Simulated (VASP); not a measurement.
# NaCl (Fm-3m) in VASP: further runs

One crystal, NaCl, is run at these levels: PBE; tasks: relaxation of the atoms.

Everything below comes from runs of VASP 6.6.1. Logs are shortened: lines on timing, memory, paths and dates and some standing lists are left out, and cuts for length are marked.

**1. The structure**

It takes space group Fm-3m (No. 225, cubic). Conventional cell: a = 5.639 Å, b = 5.639 Å, c = 5.639 Å, α = 90.00°, β = 90.00°, γ = 90.00°. Around Na (site symmetry m-3m) lie 6 Cl at 2.82 Å. Cl (site symmetry m-3m) is surrounded by 6 Na at 2.82 Å.

**2. Relaxation of the atoms, PBE (a relaxed cell with its volume scaled by 0.98)**

File INCAR:

```
PREC     = Accurate       # precision mode
ENCUT    = 300            # plane-wave cutoff, eV
EDIFF    = 1E-7           # SCF threshold, eV
ISMEAR   = 0              # smearing method
SIGMA    = 0.03           # smearing width, eV
LREAL    = False          # projectors in reciprocal space
LASPH    = True           # aspherical terms in the spheres
NELM     = 80             # most SCF steps
ALGO     = Fast           # electronic algorithm
ISIF     = 2              # what is computed and relaxed
LWAVE    = False          # write WAVECAR
LCHARG   = False          # write CHGCAR
GGA      = PE             # functional
IBRION   = 2              # ionic algorithm
NSW      = 40             # ionic steps
EDIFFG   = -0.01          # ionic threshold
```

File KPOINTS:

```
Automatic mesh
0
Gamma
  4 4 4
```

File POSCAR:

```
NaCl                                    
1.0
    0.0000000000      2.8004432312      2.8004432312
    2.8004432312      0.0000000000      2.8004432312
    2.8004432312      2.8004432312      0.0000000000
  Na              Cl            
     1     1
Direct
     0.0000000000000000    0.0000000000000000    0.0000000000000000
     0.5000000000000000    0.5000000000000000    0.5000000000000000
```

Potentials or basis: VASP PAW PBE potentials, release 64 (Na, Cl).

Command:

```console
cat potpaw_PBE.64/Na/POTCAR potpaw_PBE.64/Cl/POTCAR > POTCAR
mpirun -np 1 vasp_std > vasp.out
```

OUTCAR:

```text
PREC = Accurate
   ENCUT = 300
   EDIFF = 1E-7
   ISMEAR = 0
   LREAL = False
   LASPH = True
   NELM = 80
   ISIF = 2
   GGA = PE
   IBRION = 2
   NSW = 40
   EDIFFG = -0.01

 ion  position               nearest neighbor table
   1  0.000  0.000  0.000-   2 2.80   2 2.80   2 2.80   2 2.80   2 2.80   2 2.80
   2  0.500  0.500  0.500-   1 2.80   1 2.80   1 2.80   1 2.80   1 2.80   1 2.80

  LATTYP: Found a face centered cubic cell.
 ALAT       =     5.6008864624

  Lattice vectors:

 A1 = (   0.0000000000,   2.8004432312,   2.8004432312)
 A2 = (   2.8004432312,   0.0000000000,   2.8004432312)
 A3 = (   2.8004432312,   2.8004432312,   0.0000000000)

Analysis of symmetry for initial positions (statically):
=====================================================================
 Subroutine PRICEL returns:
 Original cell was already a primitive cell.

 Routine SETGRP: Setting up the symmetry group for a
 face centered cubic supercell.

 Subroutine GETGRP returns: Found 48 space group operations
 (whereof 48 operations were pure point group operations)
 out of a pool of 48 trial point group operations.

The static configuration has the point symmetry O_h .

Analysis of symmetry for dynamics (positions and initial velocities):
=====================================================================
 Subroutine PRICEL returns:
 Original cell was already a primitive cell.

 Routine SETGRP: Setting up the symmetry group for a
 face centered cubic supercell.

 Subroutine GETGRP returns: Found 48 space group operations
 (whereof 48 operations were pure point group operations)
 out of a pool of 48 trial point group operations.

The dynamic configuration has the point symmetry O_h .

 Subroutine INISYM returns: Found 48 space group operations
 (whereof 48 operations are pure point group operations),
 and found     1 'primitive' translations

----------------------------------------------------------------------------------------

                                     Primitive cell

  volume of cell :      43.9249

  direct lattice vectors                    reciprocal lattice vectors
     0.000000000  2.800443231  2.800443231    -0.178543166  0.178543166  0.178543166
[... 72 lines left out ...]
   NSW    =     40    number of steps for IOM
   IBRION =      2    ionic relax: 0-MD 1-quasi-New 2-CG
   NFREE  =      1    steps in history (QN), initial steepest desc. (CG)
   ISIF   =      2    stress and relaxation
   ISYM   =      2    0-nonsym 1-usesym 2-fastsym
   POTIM  = 0.5000    time-step for ionic-motion
   TEBEG  =    0.0;   TEEND  =   0.0 temperature during run
   PSTRESS=    0.0 pullay stress
   NELECT =       8.0000    total number of electrons
   NUPDOWN=      -1.0000    fix difference up-down
   EMIN   =  10.00;   EMAX   =-10.00  energy-range for DOS
   EFERMI =   0.00;   METHOD = LEGACY
   ISMEAR =     0;   SIGMA  =   0.03  broadening in eV -4-tet -1-fermi 0-gaus
   EFERMI_NEDOS =   21; number of points for ismear=-14 and -15
   IALGO  =     68    algorithm
   IMIX   =      4    mixing-type and parameters
     AMIX     =   0.40;   BMIX     =  1.00
     AMIX_MAG =   1.60;   BMIX_MAG =  1.00
  volume/ion in A,a.u.               =      21.96       148.21
  Fermi-wavevector in a.u.,A,eV,Ry     =   0.927972  1.753612 11.716404  0.861131
  Thomas-Fermi vector in A             =   2.054098
   LORBIT       =      0    0 simple, 1 ext, 2 COOP (PROOUT), +10 PAW based schemes
   GGA     = PE    functional components
   LHFCALC =     F    Hartree Fock is set to
   AEXX    =    0.0000 exact exchange contribution
   IVDW    =     0    specifies the selected vdW correction
   LEPSILON=     F    determine dielectric tensor
   LRPA    =     F    only Hartree local field effects (RPA)
 conjugate gradient relaxation of ions
 non-spin polarized calculation
 RMM-DIIS sequential band-by-band and
 Gauss-broadening in eV      SIGMA  =   0.03
  energy-cutoff  :      300.00
  volume of cell :       43.92
 maximum number of plane-waves:       531
 NGX is ok and might be reduce to    24
   NGX = 11   NGY = 11   NGZ = 11

 number of electron       8.0000001 magnetization

 Free energy of the ion-electron system (eV)
  ---------------------------------------------------
  ext. energy  EPLUGINS =         0.00000000
  ---------------------------------------------------
  free energy    TOTEN  =        -6.80977033 eV

  energy without entropy =       -6.80977033  energy(sigma->0) =       -6.80977033

 E-fermi :  -0.1898     XC(G=0):  -8.0533

 val. band max:       -0.3951479025   @ k =   0.0000   0.0000   0.0000
 cond. band min:       4.7764979874   @ k =   0.0000   0.0000   0.0000
 fundamental gap:      5.1716458899
 Fermi energy:        -0.1897504850

 k-point     1 :       0.0000    0.0000    0.0000
  band No.  band energies     occupation
      1     -13.1014      2.00000
      2      -0.3951      2.00000
      3      -0.3951      2.00000
      4      -0.3951      2.00000
      5       4.7765      0.00000
      6      10.7501      0.00000
      7      10.7501      0.00000
      8      10.7501      0.00000
[... 67 lines left out ...]
 k-point     8 :      -0.2500    0.5000    0.2500
  band No.  band energies     occupation
      1     -12.6852      2.00000
      2      -1.6388      2.00000
      3      -1.6388      2.00000
      4      -1.1724      2.00000
      5       8.5043      0.00000
      6       9.3568      0.00000
      7       9.3568      0.00000
      8      10.9855      0.00000

------------------------ aborting loop because EDIFF is reached ----------------------------------------

  FORCE on cell =-STRESS in cart. coord.  units (eV):
  Direction    XX          YY          ZZ          XY          YZ          ZX
  --------------------------------------------------------------------------------------
  -------------------------------------------------------------------------------------
  Total        0.1454495      0.1454495      0.1454495     -0.0000000      0.0000000     -0.0000000
  in kB        5.3053312      5.3053312      5.3053312     -0.0000000      0.0000000     -0.0000000
  external PRESSURE =       5.3053312 kB  Pullay stress =       0.0000000 kB

 VOLUME and BASIS-vectors are now :
 -----------------------------------------------------------------------------
  energy-cutoff  :      300.00
  volume of cell :       43.92
      direct lattice vectors                 reciprocal lattice vectors
     0.000000000  2.800443231  2.800443231    -0.178543166  0.178543166  0.178543166
     2.800443231  0.000000000  2.800443231     0.178543166 -0.178543166  0.178543166
     2.800443231  2.800443231  0.000000000     0.178543166  0.178543166 -0.178543166

 POSITION                                       TOTAL-FORCE (eV/Angst)
 -----------------------------------------------------------------------------------
      0.00000      0.00000      0.00000        -0.000000      0.000000      0.000000
      2.80044      2.80044      2.80044         0.000000     -0.000000     -0.000000
 -----------------------------------------------------------------------------------
    total drift:                               -0.000000     -0.000000      0.000000

  FREE ENERGIE OF THE ION-ELECTRON SYSTEM (eV)
  ---------------------------------------------------
  free  energy   TOTEN  =        -6.8097703251 eV

  energy  without entropy=       -6.8097703251  energy(sigma->0) =       -6.80977033

 reached required accuracy - stopping structural energy minimisation
```

Run time: 7.5 s. Hardware: 1 thread of AMD EPYC 7R43 (Zen 3), shared host; peak memory 0.09 GiB.

What came out:

```yaml
Free_energy: -6.8098 eV
Pressure_after_relaxing: 0.5 GPa
Band_gap_on_the_k_mesh: 5.17 eV, direct
```

Final structure:
```xyz
2
Lattice="0.0000 2.8004 2.8004 2.8004 0.0000 2.8004 2.8004 2.8004 0.0000" Properties=species:S:1:pos:R:3 pbc="T T T"
Na    0.0000    0.0000    0.0000
Cl    2.8004    2.8004    2.8004
```

Caveat: the k mesh is coarse (spacing up to 0.49 Å⁻¹), so the values aren't converged; the cutoff is under 1.25 times the usual one of these potentials, so pressure, stress and relaxed cells hold a basis-set (Pulay) error; the relaxation stopped at its first step, so nothing moved.

**3. Relaxation of the atoms, PBE**

INCAR is that of step 2.

KPOINTS is that of step 2.

File POSCAR:

```
NaCl                                    
1.0
    0.0000000000      2.8193657189      2.8193657189
    2.8193657189      0.0000000000      2.8193657189
    2.8193657189      2.8193657189      0.0000000000
  Na              Cl            
     1     1
Direct
     0.0000000000000000    0.0000000000000000    0.0000000000000000
     0.5000000000000000    0.5000000000000000    0.5000000000000000
```

Potentials or basis: VASP PAW PBE potentials, release 64 (Na, Cl).

Command:

```console
cat potpaw_PBE.64/Na/POTCAR potpaw_PBE.64/Cl/POTCAR > POTCAR
mpirun -np 1 vasp_std > vasp.out
```

OUTCAR:

```text
PREC = Accurate
   ENCUT = 300
   EDIFF = 1E-7
   ISMEAR = 0
   LREAL = False
   LASPH = True
   NELM = 80
   ISIF = 2
   GGA = PE
   IBRION = 2
   NSW = 40
   EDIFFG = -0.01

 ion  position               nearest neighbor table
   1  0.000  0.000  0.000-   2 2.82   2 2.82   2 2.82   2 2.82   2 2.82   2 2.82
   2  0.500  0.500  0.500-   1 2.82   1 2.82   1 2.82   1 2.82   1 2.82   1 2.82

  LATTYP: Found a face centered cubic cell.
 ALAT       =     5.6387314378

  Lattice vectors:

 A1 = (   0.0000000000,   2.8193657189,   2.8193657189)
 A2 = (   2.8193657189,   0.0000000000,   2.8193657189)
 A3 = (   2.8193657189,   2.8193657189,   0.0000000000)

Analysis of symmetry for initial positions (statically):
=====================================================================
 Subroutine PRICEL returns:
 Original cell was already a primitive cell.

 Routine SETGRP: Setting up the symmetry group for a
 face centered cubic supercell.

[... 156 lines left out ...]
 cond. band min:       4.5744630977   @ k =   0.0000   0.0000   0.0000
 fundamental gap:      5.0922503427
 Fermi energy:        -0.3688875817

 k-point     1 :       0.0000    0.0000    0.0000
  band No.  band energies     occupation
      1     -13.1780      2.00000
      2      -0.5178      2.00000
      3      -0.5178      2.00000
      4      -0.5178      2.00000
      5       4.5745      0.00000
      6      10.6078      0.00000
      7      10.6078      0.00000
      8      10.6078      0.00000
[... 67 lines left out ...]
 k-point     8 :      -0.2500    0.5000    0.2500
  band No.  band energies     occupation
      1     -12.7848      2.00000
      2      -1.7201      2.00000
      3      -1.7201      2.00000
      4      -1.2685      2.00000
      5       8.2970      0.00000
      6       9.1810      0.00000
      7       9.1810      0.00000
      8      10.7624      0.00000

------------------------ aborting loop because EDIFF is reached ----------------------------------------

  FORCE on cell =-STRESS in cart. coord.  units (eV):
  Direction    XX          YY          ZZ          XY          YZ          ZX
  --------------------------------------------------------------------------------------
  -------------------------------------------------------------------------------------
  Total       -0.0037168     -0.0037168     -0.0037168      0.0000000      0.0000000     -0.0000000
  in kB       -0.1328594     -0.1328594     -0.1328594      0.0000000      0.0000000     -0.0000000
  external PRESSURE =      -0.1328594 kB  Pullay stress =       0.0000000 kB

 VOLUME and BASIS-vectors are now :
 -----------------------------------------------------------------------------
  energy-cutoff  :      300.00
  volume of cell :       44.82
      direct lattice vectors                 reciprocal lattice vectors
     0.000000000  2.819365719  2.819365719    -0.177344853  0.177344853  0.177344853
     2.819365719  0.000000000  2.819365719     0.177344853 -0.177344853  0.177344853
     2.819365719  2.819365719  0.000000000     0.177344853  0.177344853 -0.177344853

 POSITION                                       TOTAL-FORCE (eV/Angst)
 -----------------------------------------------------------------------------------
      0.00000      0.00000      0.00000        -0.000000     -0.000000      0.000000
      2.81937      2.81937      2.81937         0.000000      0.000000     -0.000000
 -----------------------------------------------------------------------------------
    total drift:                               -0.000000     -0.000000      0.000000

  FREE ENERGIE OF THE ION-ELECTRON SYSTEM (eV)
  ---------------------------------------------------
  free  energy   TOTEN  =        -6.8123610259 eV

  energy  without entropy=       -6.8123610259  energy(sigma->0) =       -6.81236103

 reached required accuracy - stopping structural energy minimisation
```

It took 6.3 s on 1 thread of AMD EPYC 7R43 (Zen 3), shared host; peak memory 0.09 GiB.

What came out:

```
Free energy             : -6.8124 eV
Pressure after relaxing : 0.0 GPa
Band gap on the k mesh  : 5.09 eV, direct
```

Final structure:
```
Na Cl
1.0
     0.00000    2.81937    2.81937
     2.81937    0.00000    2.81937
     2.81937    2.81937    0.00000
Na Cl
1 1
Direct
  0.00000 0.00000 0.00000
  0.50000 0.50000 0.50000
```

Levels at points of the mesh, in eV from the valence-band top:
```tsv
k point	band 1	band 2	band 3	band 4	band 5	band 6	band 7	band 8
(0.00, 0.00, 0.00)	-12.66	0.00	0.00	0.00	5.09	11.13	11.13	11.13
(0.50, 0.00, 0.00)	-12.35	-1.93	-0.26	-0.26	7.26	10.62	10.92	10.92
(0.50, 0.50, 0.00)	-12.27	-1.68	-0.60	-0.60	7.52	8.08	11.28	14.53
```

Caveat: the k mesh is coarse (spacing up to 0.48 Å⁻¹), so the values aren't converged; the cutoff is under 1.25 times the usual one of these potentials, so pressure, stress and relaxed cells hold a basis-set (Pulay) error; the relaxation stopped at its first step, so nothing moved.

(Continued in part 2 of 2.)
